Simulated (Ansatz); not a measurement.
WS2 (Tungstenite) under changes of volume

One of the cells (18.245 Å³/atom); the others are scaled copies at fixed shape and fractional positions:

```xyz
6
Lattice="3.1800 0.0000 0.0000 -1.5900 2.7540 0.0000 0.0000 0.0000 12.5000" Properties=species:S:1:pos:R:3 pbc="T T T"
W     1.5900    0.9180    9.3750
W     0.0000    1.8360    3.1250
S     1.5900    0.9180    4.6875
S     0.0000    1.8360   10.9375
S     1.5900    0.9180    1.5625
S     0.0000    1.8360    7.8125
```

| Quantity | Value |
| --- | --- |
| Program | Ansatz 0.2.0 |
| Functional | PBE |
| Potentials or basis | Ansatz PAW |
| Cutoff | 420 eV (not typed: the program's choice for these potentials) |
| k mesh | 10 × 10 × 3 |
| Occupations | fermi-dirac, width 0.05 eV |
| Spin | no spin polarisation |

```csv
volume (Å³/atom),energy over the lowest point (meV/atom),pressure (GPa),gap on the mesh (eV),largest force (eV/Å)
17.150,54.51,13.8,1.05,1.318
17.515,27.96,9.6,1.08,0.891
17.880,10.63,5.7,1.10,0.495
18.245,1.59,2.3,1.12,0.129
18.610,0.00,-0.8,1.14,0.209
18.975,5.11,-3.6,1.15,0.523
19.340,?,?,?,?
```

Problem. What does the run at 19.340 Å³/atom give?

Solution. Energy over the lowest point 16.25 meV/atom; pressure -6.1 GPa; gap on the mesh 1.16 eV; largest force 0.813 eV/Å.

Worked out: A Birch-Murnaghan fit of order 3 (a polynomial in V^(-2/3)) to the other rows has its minimum at 18.51 Å³/atom with B0 = V·E''(V) = 153 GPa and B' = 4.4 at fixed shape and positions, which overstates the stiffness. It gives 16.25 meV/atom at 19.340 Å³/atom, against the run's 16.25, and -dE/dV = -6.1 GPa, against -6.1. A straight line through the other rows of the gap, of slope 0.991 eV per unit of ln V, extrapolates to 1.17 eV, against the run's 1.16.

Energies are extrapolated to zero smearing.

Caveats: odd divisions of the mesh miss points on the zone boundary, where band edges often lie, so the gap on the mesh can be too wide; spin-orbit coupling is left out, which moves the levels of the heavy elements; this functional lacks dispersion, which binds the layers, so the pressure and a relaxed spacing across them are unreliable; forces of over 1 eV/Å show positions far from the minimum, so gaps and moduli don't describe the material at rest (some runs).

A mesh can miss the band edges.
